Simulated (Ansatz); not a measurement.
Density of states of SiGe (P6_3mc, a = 3.904 Å, b = 3.904 Å, c = 6.454 Å, α = 90.00°, β = 90.00°, γ = 120.00°), in states per eV and primitive cell, averaged over bins of 0.3 eV. Theory: DFT r2SCAN, scalar-relativistic, plane waves, PAW (Ansatz).

Settings: cutoff 500 eV, Γ-centred mesh 12×12×4 on the computed 4-atom cell, Gaussian smearing of 0.02 eV; no spin polarisation.

The cell is relaxed at this level. The states (both spins) are summed by tetrahedra on a 18×18×6 mesh at the self-consistent density. Energies are bin centres; the table starts no lower than −8 eV and ends at 6 eV, or lower where the solved bands end.

The gap is 0.66 eV at this level, with the zero inside it.

```
E − E_F (eV) total Si 3p Ge 4p Si 3s Ge 4s
       -7.90   1.42   0.28   0.47   0.44   0.22
       -7.60   1.24   0.26   0.40   0.36   0.21
       -7.30   1.10   0.24   0.35   0.31   0.20
       -7.00   1.11   0.25   0.35   0.29   0.21
       -6.70   0.84   0.19   0.26   0.21   0.17
       -6.40   0.68   0.16   0.21   0.17   0.14
       -6.10   0.57   0.14   0.18   0.13   0.12
       -5.80   0.51   0.13   0.16   0.11   0.10
       -5.50   0.74   0.26   0.29   0.09   0.08
       -5.20   1.68   0.72   0.75   0.10   0.09
       -4.90   1.52   0.65   0.68   0.09   0.08
       -4.60   1.55   0.67   0.70   0.09   0.08
       -4.30   1.98   0.89   0.91   0.09   0.08
       -4.00   1.91   0.86   0.89   0.08   0.07
       -3.70   2.26   1.04   1.06   0.07   0.06
       -3.40   2.77   1.29   1.32   0.07   0.06
       -3.10   2.58   1.21   1.23   0.06   0.05
       -2.80   3.19   1.52   1.54   0.06   0.05
       -2.50   2.96   1.41   1.45   0.04   0.04
       -2.20   2.25   1.06   1.11   0.03   0.03
       -1.90   1.49   0.70   0.74   0.02   0.02
       -1.60   0.97   0.45   0.48   0.01   0.01
       -1.30   0.67   0.31   0.34   0.00   0.00
       -1.00   0.41   0.19   0.21   0.00   0.00
       -0.70   0.21   0.09   0.11   0.00   0.00
       -0.40   0.04   0.02   0.02   0.00   0.00
       -0.10   0.00   0.00   0.00   0.00   0.00
        0.20   0.00   0.00   0.00   0.00   0.00
        0.50   0.63   0.19   0.14   0.12   0.12
        0.80   1.17   0.36   0.26   0.22   0.21
        1.10   1.61   0.52   0.39   0.27   0.27
        1.40   2.53   0.84   0.64   0.38   0.38
        1.70   2.19   0.76   0.57   0.28   0.30
        2.00   2.03   0.73   0.52   0.25   0.28
        2.30   2.79   1.01   0.76   0.31   0.33
        2.60   2.37   0.86   0.76   0.20   0.18
        2.90   3.55   1.24   1.23   0.30   0.22
        3.20   2.58   0.92   0.84   0.21   0.19
        3.50   3.06   1.16   1.01   0.17   0.18
        3.80   2.03   0.73   0.65   0.13   0.12
        4.10   1.99   0.70   0.64   0.13   0.12
        4.40   2.92   0.96   0.92   0.21   0.17
        4.70   2.50   0.79   0.79   0.17   0.12
        5.00   1.55   0.47   0.48   0.10   0.07
        5.30   1.83   0.50   0.50   0.11   0.08
        5.60   2.58   0.69   0.67   0.15   0.12
```

The columns after the total are the Löwdin projections on the occupied valence shells of the potentials. The rest of the total lies in shells that are empty in the free atom, which aren't projected, and between the atoms.

Whether SiGe exists in this form wasn't checked.

Cost: 1 run of about 2.3 core-minutes, on Arm Neoverse V2 (shared hosts).